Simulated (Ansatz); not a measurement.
GaN, 2 atoms in the cell. It takes space group F-43m (No. 216, cubic). Conventional cell: a = 4.507 Å, b = 4.507 Å, c = 4.507 Å, α = 90.00°, β = 90.00°, γ = 90.00°. Around Ga (site symmetry -43m) lie 4 N at 1.95 Å. N (site symmetry -43m) is surrounded by 4 Ga at 1.95 Å. The cell is a database's computed one.

- Program: Ansatz 0.2.0
- Task: relaxation of cell and atoms
- Functional: LDA
- Potentials or basis: all-electron LAPW, scalar-relativistic
- Basis error allowed: 0.001 eV/atom
- k mesh: 10 × 10 × 10
- Occupations: fermi-dirac, width 0.05 eV
- Spin: no spin polarisation

Potentials or basis: all-electron LAPW, scalar-relativistic.

The run is started by

```console
$ ansatz run input.yaml --threads 1 --pin off --max-ram 3072MiB --backend cpu --events-out ev --progress --plain --runs-dir out
```

Hardware: 1 thread of Arm Neoverse V1 (shared host).

**Question.** How long does it take, and how much memory?

**Answer.** Run time: 45 s on 1 thread of Arm Neoverse V1, with other jobs on the host, peak memory 0.31 GiB. Counts: scf iterations 22, plane waves 531, k points 47, bands 18, ion steps 5.
